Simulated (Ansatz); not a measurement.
# V (Im-3m) in Ansatz: further runs

One crystal, V, is run at these levels: PBEsol, revPBE; tasks: relaxation of cell and atoms.

Everything below comes from runs of Ansatz 0.2.0. Logs are shortened: lines on timing, memory, paths and dates and some standing lists are left out, and cuts for length are marked.

### 1 The crystal as given

It takes space group Im-3m (No. 229, cubic). Conventional cell: a = 3.029 Å, b = 3.029 Å, c = 3.029 Å, α = 90.00°, β = 90.00°, γ = 90.00°. V (site symmetry m-3m) has 8 V at 2.62 Å as nearest neighbours.

### 2 Relaxation of cell and atoms, PBEsol, collinear spin, ferromagnetic start

Contents of input.yaml:

```yaml
crystal:
  lattice:
    - [-1.51435, 1.51435, 1.51435]
    - [1.51435, -1.51435, 1.51435]
    - [1.51435, 1.51435, -1.51435]
  atoms:
    - { symbol: V, position: [0.0, 0.0, 0.0], spin: 2.0 }
hamiltonian:
  xc: pbesol
  pseudopotentials: { kind: paw }
magnetization:
  spin_polarized: true
kpoints:
  mp_grid: { grid: [12, 12, 12] }
scf:
  occupations: { method: fermi_dirac, width: 0.05 }
output:
  forces: true
  stress: true
relax:
  f_tol: 0.01
  max_steps: 40
  cell: { stress_tol: 0.05 }
```

Potentials or basis: Ansatz PAW.

Command:

```
ansatz run input.yaml --threads 2 --pin off --max-ram 5632MiB --backend cpu --events-out ev --progress --plain --runs-dir out
```

What it wrote:

```text
Warning: RAYON_NUM_THREADS=2 ignored (pool sized by the plan → 2); use --threads N
Engine: ansatz 0.2.0, x86_64-unknown-linux-gnu
Pseudopotentials: kind: paw
Pseudopotential: V, paw, valence charge 13, recommended cutoff 420 eV (normal), V.paw.azcp
Functional definition: PBEsol
  exchange = pbesol_x
  correlation = pbesol_c
Crystal: 1 atoms, lattice volume = 13.891 Å³
Basis set: ecut = 420 eV, 249 PW (Γ), exchange–correlation on 36×36×36 points (8 copies of the dense FFT grid, shifted against one another)
Bands: 12, of which v1, the nominal top of the filled ones, is band 7 counted from 1 (6 counted from 0)
Symmetry: 48 space group operations
Space group: Im-3m (ITA 229), of the structure as read, at distance tolerance 2.4e-5 Å
Magnetic group: BNS 229.140 (UNI 1642), of the structure as read, at distance tolerance 2.4e-5 Å
k-points: 72 of 1728
Non-local potential: V, projectors of the file, l = 0: 3, l = 1: 2, l = 2: 3, l = 3: 1
PAW form: soft (Blöchl's): semilocal exchange-correlation on the pseudo side does not see the compensation charge
PAW frozen core: V, regenerated for the run's functional, and the local potential with it (the file was generated under x = pbe(κ = 0.804, μ = 0.2195149727645171), c = pbe(β = 0.06672455060314922))
PAW one-centre angular grid: V, 590 points (default); XC on 64 Gauss nodes
Initial density: superposition of atomic densities (chi_scale 0.1, normalization cell)
Starting moments: Σ|m| = 2 μB on 1 of 1 site
Initial wavefunctions: pseudopotential atomic-orbital guess
Functional: x = pbesol(κ = 0.804, μ = 0.12345679012345678), c = pbesol(β = 0.046)
SCF iter   1: F=—  HF=-2885.206594 eV  |F-HF|=—  |Δ(HF+E_count)|=         —  Δρ=1.26e-1 (↑1.26e-1 ↓3.75e-2)  dr2=1.56e0  dr2_m=7.19e-1  M=1.082 μB ∫|m|=1.082 μB  β_m=0.30  ethr=3.10e-3  ⟨swp⟩=4.1  Hψ=8040  notcnv=0
Mixer restart at iter 1: flushing history
preconditioner: auto → none  [metal: Δε(μ)=0.038 eV  Ē_g=9.035 eV  σ=0.050 eV  W_gap=0.19  n_scr=0 (ndim 8)  ℏωp=22.3 eV  f_vac=0.000  D(μ)=1.12/eV (n_scr^D=12)]
SCF iter   2: F=—  HF=-2884.534780 eV  |F-HF|=—  |Δ(HF+E_count)|=   6.72e-1  Δρ=6.08e-2 (↑6.08e-2 ↓4.43e-2)  dr2=8.26e-2  dr2_m=3.37e-1  M=1.072 μB ∫|m|=1.072 μB  β_m=0.40  ethr=3.10e-3  ⟨swp⟩=3.0  Hψ=4483  notcnv=0  defer=107
SCF iter   3: F=—  HF=-2885.275327 eV  |F-HF|=—  |Δ(HF+E_count)|=         —  Δρ=9.00e-2 (↑9.00e-2 ↓7.67e-2)  dr2=4.55e-2  dr2_m=8.79e-1  M=0.273 μB ∫|m|=0.274 μB  β_m=1.00  ethr=6.35e-4  ⟨swp⟩=2.1  Hψ=2593  notcnv=0  defer=107
Mixer restart at iter 3: flushing history
SCF iter   4: F=—  HF=-2885.284639 eV  |F-HF|=—  |Δ(HF+E_count)|=   9.31e-3  Δρ=2.93e-2 (↑2.87e-2 ↓2.93e-2)  dr2=4.09e-1  dr2_m=4.88e-4  M=0.229 μB ∫|m|=0.229 μB  β_m=0.40  ethr=3.85e-4  ⟨swp⟩=2.3  Hψ=3397  notcnv=0  defer=107
SCF iter   5: F=—  HF=-2885.239428 eV  |F-HF|=—  |Δ(HF+E_count)|=   4.52e-2  Δρ=6.47e-3 (↑6.47e-3 ↓5.04e-3)  dr2=2.65e-3  dr2_m=2.65e-3  M=0.176 μB ∫|m|=0.176 μB  β_m=0.40  ethr=3.85e-4  ⟨swp⟩=2.4  Hψ=3878  notcnv=0  defer=112
SCF iter   6: F=—  HF=-2885.245636 eV  |F-HF|=—  |Δ(HF+E_count)|=   6.21e-3  Δρ=5.35e-3 (↑4.17e-3 ↓5.35e-3)  dr2=2.27e-3  dr2_m=2.29e-3  M=0.151 μB ∫|m|=0.151 μB  β_m=0.70  ethr=2.04e-5  ⟨swp⟩=2.8  Hψ=3368  notcnv=0  defer=111
SCF iter   7: F=—  HF=-2885.254053 eV  |F-HF|=—  |Δ(HF+E_count)|=   8.42e-3  Δρ=3.14e-3 (↑3.14e-3 ↓1.53e-3)  dr2=7.11e-4  dr2_m=6.16e-4  M=0.055 μB ∫|m|=0.055 μB  β_m=0.85  ethr=1.74e-5  ⟨swp⟩=2.3  Hψ=3080  notcnv=0  defer=131
SCF iter   8: F=—  HF=-2885.254407 eV  |F-HF|=—  |Δ(HF+E_count)|=   3.54e-4  Δρ=9.51e-4 (↑9.51e-4 ↓5.03e-4)  dr2=4.30e-5  dr2_m=6.29e-5  M=0.024 μB ∫|m|=0.024 μB  β_m=0.92  ethr=5.47e-6  ⟨swp⟩=2.1  Hψ=2074  notcnv=0  defer=131
SCF iter   9: F=—  HF=-2885.254434 eV  |F-HF|=—  |Δ(HF+E_count)|=   2.68e-5  Δρ=2.21e-4 (↑2.21e-4 ↓1.58e-4)  dr2=8.12e-7  dr2_m=4.50e-6  M=0.005 μB ∫|m|=0.005 μB  β_m=0.96  ethr=3.31e-7  ⟨swp⟩=2.6  Hψ=2498  notcnv=0  defer=131
SCF iter  10: F=—  HF=-2885.254435 eV  |F-HF|=—  |Δ(HF+E_count)|=   9.76e-7  Δρ=6.13e-6 (↑6.13e-6 ↓5.90e-6)  dr2=5.56e-9  dr2_m=3.03e-9  M=-0.000 μB ∫|m|=0.000 μB  β_m=0.98  ethr=6.25e-9  ⟨swp⟩=2.0  Hψ=2543  notcnv=0  defer=131
SCF iter  11: F=—  HF=-2885.254435 eV  |F-HF|=—  |Δ(HF+E_count)|=   8.40e-9  Δρ=2.66e-6 (↑2.57e-6 ↓2.66e-6)  dr2=9.43e-12  dr2_m=8.60e-10  M=-0.000 μB ∫|m|=0.000 μB  β_m=0.96  ethr=4.28e-11  ⟨swp⟩=2.0  Hψ=2522  notcnv=0  defer=131
SCF iter  12: F=—  HF=-2885.254435 eV  |F-HF|=—  |Δ(HF+E_count)|=  3.77e-11  Δρ=3.90e-7 (↑3.90e-7 ↓2.35e-7)  dr2=5.79e-12  dr2_m=1.15e-11  M=-0.000 μB ∫|m|=0.000 μB  β_m=0.98  ethr=1.00e-12  ⟨swp⟩=2.0  Hψ=2540  notcnv=0  defer=131
SCF iter  13: F=-2885.254435 eV  HF=-2885.254435 eV  |F-HF|=1.36e-12  |Δ(HF+E_count)|=  3.18e-12  Δρ=7.47e-8 (↑4.71e-8 ↓7.47e-8)  dr2=1.90e-12  dr2_m=3.09e-14  M=0.000 μB ∫|m|=0.000 μB  ethr=1.00e-12  ⟨swp⟩=1.0  Hψ=4032  notcnv=0
WARN: the starting moments were not kept: the SCF closed with an absolute magnetisation of 2.3e-7 μB, where they sum to 2 μB in size (1 site). That is at most 0.1 of that sum. Measured as dr2_m measures the in/out step, that magnetisation stands 1.2e-14 eV from none, at or under the dr2_threshold of 1.0e-7 eV: it is no larger than a step whose dr2_m would equal this threshold. The system may hold no moment; this SCF shows only that its start led to no more than that. To try another start: raise the starting moments (crystal.atoms[].spin, magnetization.per_species, magnetization.initial_magnetization, or on a non-collinear deck that types none of these the spinor_matrix: blocks that start its atoms; where the total moment is fixed, keep their sum and leave initial_magnetization as it is; typed ones take the place of any that the run laid by itself, positive ones on a crystal's lanthanoids without a Hubbard term where scf.initial_density.shell_occupations: [] is typed) or, if the notice of its spin-set hold's release reads "site moments contracting" or "site moments show no strong build", lengthen the hold (scf.mixing.spin_hold: { on: { confirm: 4 } }; for m-r²SCAN on two components see the key's manual first). Each may lead to a state that holds a moment. A second SCF, from the converged charge density, with the starting moments and any scf.initial_density.shell_occupations laid on it anew, would have followed, and was not run: the deck does not ask for one (magnetization.retry_lost_moments is false, the default). To let it run, set magnetization.retry_lost_moments: true and run the deck again, where that key's refused combinations let it; where memory then withholds it, that run's warning says so.
SCF 1 converged in 13 iterations: F = -2885.254435 eV  dr2 = 1.90e-12
[... 46 lines left out ...]
SCF iter   7: F=—  HF=-2885.292409 eV  |F-HF|=—  |Δ(HF+E_count)|=   5.52e-8  Δρ=8.28e-6 (↑3.60e-6 ↓8.28e-6)  dr2=1.37e-8  dr2_m=1.43e-9  M=-0.000 μB ∫|m|=0.000 μB  β_m=0.97  ethr=8.01e-11  ⟨swp⟩=2.1  Hψ=2541  notcnv=0
iter 8 did not close the SCF: its close was put off for a magnetic moment that had not settled (scf_convergence_deferred on its scf_iter line)
SCF iter   8: F=-2885.292409 eV  HF=-2885.292409 eV  |F-HF|=3.53e-9  |Δ(HF+E_count)|=   5.66e-8  Δρ=3.73e-6 (↑2.68e-6 ↓3.73e-6)  dr2=4.70e-9  dr2_m=8.81e-11  M=-0.000 μB ∫|m|=0.000 μB  β_m=0.99  ethr=8.01e-11  ⟨swp⟩=1.2  Hψ=4982  notcnv=0
SCF iter   9: F=-2885.292409 eV  HF=-2885.292409 eV  |F-HF|=1.41e-11  |Δ(HF+E_count)|=  9.38e-10  Δρ=2.41e-7 (↑2.41e-7 ↓1.76e-7)  dr2=1.98e-11  dr2_m=3.83e-13  M=-0.000 μB ∫|m|=0.000 μB  ethr=3.62e-11  ⟨swp⟩=1.0  Hψ=4608  notcnv=0
the starting moments were not kept: the SCF closed with an absolute magnetisation of 6.0e-6 μB, where they sum to 2 μB in size (1 site). That is at most 0.1 of that sum. Measured as dr2_m measures the in/out step, that magnetisation stands 1.6e-11 eV from none, at or under the dr2_threshold of 8.8e-8 eV: it is no larger than a step whose dr2_m would equal this threshold.
SCF 4 converged in 9 iterations: F = -2885.292409 eV  dr2 = 1.98e-11
relax step   4: F+E_penalty+E_count = -2885.29240900 eV  Δ(F+E_penalty+E_count) = -1.276e-5 eV  max|allowed force component| = 0.000e0 eV/Å  Δτ_max = 0.0000 Å  P = -0.003 GPa  Ω = 12.941 Å³  energy of the carried Pulay correction = +3.864e-4 eV  (9 SCF iters, dr2 threshold 8.81e-8 eV, accepted)
Initial wavefunctions: pseudopotential atomic-orbital guess (no wavefunctions were taken with the density)
iter 1 solved again at ethr=1.85e-8 eV; its pass at ethr=3.10e-3 eV (dr2=2.41e-6 eV) is discarded
SCF iter   1: F=—  HF=-2885.292065 eV  |F-HF|=—  |Δ(HF+E_count)|=         —  Δρ=6.16e-5 (↑6.15e-5 ↓6.16e-5)  dr2=5.55e-7  dr2_m=1.19e-12  M=-0.000 μB ∫|m|=0.000 μB  β_m=0.65  ethr=1.85e-8  ⟨swp⟩=2.0  Hψ=12166  notcnv=0
preconditioner: auto → none  [metal: Δε(μ)=0.048 eV  Ē_g=8.932 eV  σ=0.050 eV  W_gap=0.23  n_scr=0 (ndim 8)  ℏωp=23.1 eV  f_vac=0.000  D(μ)=2.26/eV (n_scr^D=42)]
SCF iter   2: F=—  HF=-2885.292065 eV  |F-HF|=—  |Δ(HF+E_count)|=   1.58e-7  Δρ=2.09e-5 (↑2.09e-5 ↓2.09e-5)  dr2=3.64e-8  dr2_m=7.90e-13  M=-0.000 μB ∫|m|=0.000 μB  β_m=0.54  ethr=4.27e-9  ⟨swp⟩=1.3  Hψ=1811  notcnv=0
SCF iter   3: F=—  HF=-2885.292065 eV  |F-HF|=—  |Δ(HF+E_count)|=   2.17e-7  Δρ=7.63e-6 (↑7.62e-6 ↓7.63e-6)  dr2=5.44e-9  dr2_m=6.59e-13  M=-0.000 μB ∫|m|=0.000 μB  β_m=0.58  ethr=2.80e-10  ⟨swp⟩=2.0  Hψ=2682  notcnv=0
SCF iter   4: F=—  HF=-2885.292065 eV  |F-HF|=—  |Δ(HF+E_count)|=   1.15e-7  Δρ=4.75e-6 (↑4.75e-6 ↓4.68e-6)  dr2=9.18e-9  dr2_m=4.74e-13  M=-0.000 μB ∫|m|=0.000 μB  β_m=0.79  ethr=4.18e-11  ⟨swp⟩=1.4  Hψ=1980  notcnv=0
SCF iter   5: F=—  HF=-2885.292065 eV  |F-HF|=—  |Δ(HF+E_count)|=   1.08e-7  Δρ=1.66e-6 (↑1.66e-6 ↓1.60e-6)  dr2=1.26e-9  dr2_m=1.67e-13  M=-0.000 μB ∫|m|=0.000 μB  β_m=0.89  ethr=4.18e-11  ⟨swp⟩=2.0  Hψ=2690  notcnv=0
SCF iter   6: F=—  HF=-2885.292065 eV  |F-HF|=—  |Δ(HF+E_count)|=   8.02e-9  Δρ=1.60e-7 (↑1.60e-7 ↓1.31e-7)  dr2=9.48e-12  dr2_m=4.51e-14  M=-0.000 μB ∫|m|=0.000 μB  β_m=0.95  ethr=9.67e-12  ⟨swp⟩=2.0  Hψ=2686  notcnv=0
SCF iter   7: F=-2885.292065 eV  HF=-2885.292065 eV  |F-HF|=2.27e-12  |Δ(HF+E_count)|=  6.23e-11  Δρ=8.11e-8 (↑6.69e-8 ↓8.11e-8)  dr2=2.61e-12  dr2_m=1.23e-14  M=-0.000 μB ∫|m|=0.000 μB  ethr=1.00e-12  ⟨swp⟩=3.0  Hψ=5704  notcnv=0
the starting moments were not kept: the SCF closed with an absolute magnetisation of 1.0e-6 μB, where they sum to 2 μB in size (1 site). That is at most 0.1 of that sum. Measured as dr2_m measures the in/out step, that magnetisation stands 4.7e-13 eV from none, at or under the dr2_threshold of 1.0e-11 eV: it is no larger than a step whose dr2_m would equal this threshold.
SCF 5 converged in 7 iterations: F = -2885.292065 eV  dr2 = 2.61e-12
relax step   5: F+E_penalty+E_count = -2885.29206527 eV  Δ(F+E_penalty+E_count) = +3.437e-4 eV  max|allowed force component| = 0.000e0 eV/Å  Δτ_max = 0.0000 Å  P = -0.008 GPa  Ω = 12.941 Å³  stress off target by 7.83e-3 GPa  SCF on the basis re-selected at this cell (its energy is not comparable with the rows above)  (7 SCF iters)
basis re-selected at this cell: Δ(F+E_penalty+E_count) = +3.437e-4 eV, ΔP = -0.005 GPa vs the last step (what re-selecting the basis moved, of the pressure what is left beyond the Pulay correction that the steps carried, after the strain that the cell walked since its last selection, with what the two solves' SCF thresholds leave and, on support functions, any second-order correction that the steps lacked; it is no measure of the basis error at this ecutwfc). This SCF's stress stands 7.83e-3 GPa from its target on what of the cell is left free (relax.cell.stress_tol is 5.00e-2 GPa) and its largest allowed force component is 0.00e0 eV/Å (relax.f_tol is 1.00e-2 eV/Å): within both
SCF converged after 7 iterations
Magnetization: -0.0000 μB (6.5000 up, 6.5000 down)
Absolute magnetization: 0.0000 μB (∫|ρ↑−ρ↓|, with the PAW one-centre terms)
Spin contamination: 0.0000 ħ² per cell (⟨S²⟩ above its minimum at these occupations)
Per-site moments (μB) at R_I (Å): [(-7.589719375658221e-7, 1.0567120578462958)]
Free energy (F): -2885.292065 eV
Harris-Foulkes:  -2885.292065 eV  (|F-HF|=2.27e-12)
Internal energy: -2885.274412 eV  (E = F + TS)
E sigma→0 (E₀):  -2885.283238 eV
Entropy (-TS):   -0.017654 eV (-17.654 meV/atom)
Fermi energy:    17.165868 eV
--- Per-component energies (eV) ---
  E_band       = -134.453075
  E_kinetic    = 337.427914
  E_local      = -866.207778  (includes V_loc(G=0)·N_el)
  E_nonlocal   = -43.798865
  E_hartree    = 400.593260
  E_xc         = -129.866827
  E_vxc        = -165.382066  (∫ρ·V_xc dr)
  E_paw        = -1086.590876  (= ΣΔE_a)
  E_vpaw       = -197.679144  (= ΣTr[D̂ρ^β])
  E_aug_tail   = 0.000281  (compensation charges beyond the density's cutoff)
  E_ewald      = -1496.981199
  E_core_change = 0.149679  (= ΣΔE_core)
  E_smearing   = -0.017654  (= −TS)
  E_closure    = 0.000000  (closes the sum)
  Σ components = -2885.292065   (vs F -2885.292065, Δ=0.00e0)
--- Forces (eV/Å), atoms counted from 1 ---
  atom   1  V      0.00000000    -0.00000000     0.00000000
  max |Σ_I F_I| component: 1.34e-32 eV/Å
--- Stress (GPa, compression-positive) ---
       -0.007829      -0.000000       0.000000
       -0.000000      -0.007829      -0.000000
        0.000000       0.000000      -0.007829
  P = ⅓ Tr σ = -0.0078 GPa (-0.078 kbar)
--- Relaxed structure (4 steps of the walk, 4 accepted, 1 SCFs on fresh bases) ---
  F+E_penalty+E_count = -2885.29206527 eV   max|allowed force component| = 0.000e0 eV/Å   (the final SCF, on the basis selected at the relaxed cell)
  cell:  # Å, volume = 12.9413 Å³
    - [-1.4790133116448054, 1.4790133116448054, 1.4790133116448054]
    - [1.4790133116448054, -1.4790133116448054, 1.4790133116448054]
    - [1.4790133116448054, 1.4790133116448054, -1.4790133116448054]
  atoms:
    - { symbol: V, position: [0.0, 0.0, 0.0] }
```

It took 8.4 s on 2 threads of Intel Xeon at 2.70GHz, shared host; peak memory 0.33 GiB.

What came out:

```yaml
Free_energy: -2885.2921 eV
Relaxed_volume: 12.94 Å³/atom
Relaxed_cell: a = 2.562 Å, b = 2.562 Å, c = 2.562 Å, α = 109.47°, β = 109.47°, γ = 109.47°
Space_group_after_relaxing_to_0.05_Å: Im-3m (No. 229)
Energy_gained_by_relaxing: 37.6 meV/atom
Ionic_steps: 5
Pressure_after_relaxing: 0.0 GPa
Net_moment: 0.00 μB per cell
Absolute_moment: 0.00 μB per cell
```

Step by step:
| step | energy change (eV) | largest force (eV/Å) | volume (Å³) |
| --- | --- | --- | --- |
| 1 | 0.0000 | 0.0000 | 13.89 |
| 2 | -0.0370 | 0.0000 | 12.80 |
| 3 | -0.0380 | 0.0000 | 12.95 |
| 4 | -0.0380 | 0.0000 | 12.94 |
| 5 | -0.0376 | 0.0000 | 12.94 |

Final structure:
```
CELL_PARAMETERS angstrom
-1.47901 1.47901 1.47901
1.47901 -1.47901 1.47901
1.47901 1.47901 -1.47901
ATOMIC_POSITIONS crystal
V 0.00000 0.00000 0.00000
```

Caveat: the plane-wave basis is chosen anew once the cell has moved, so the energies of steps on either side of that aren't comparable; the PAW data sets come from PBE, with cores solved anew for the run's functional, which leaves a small shift of forces and pressure; the starting moments weren't kept.

(Continued in part 2 of 2.)
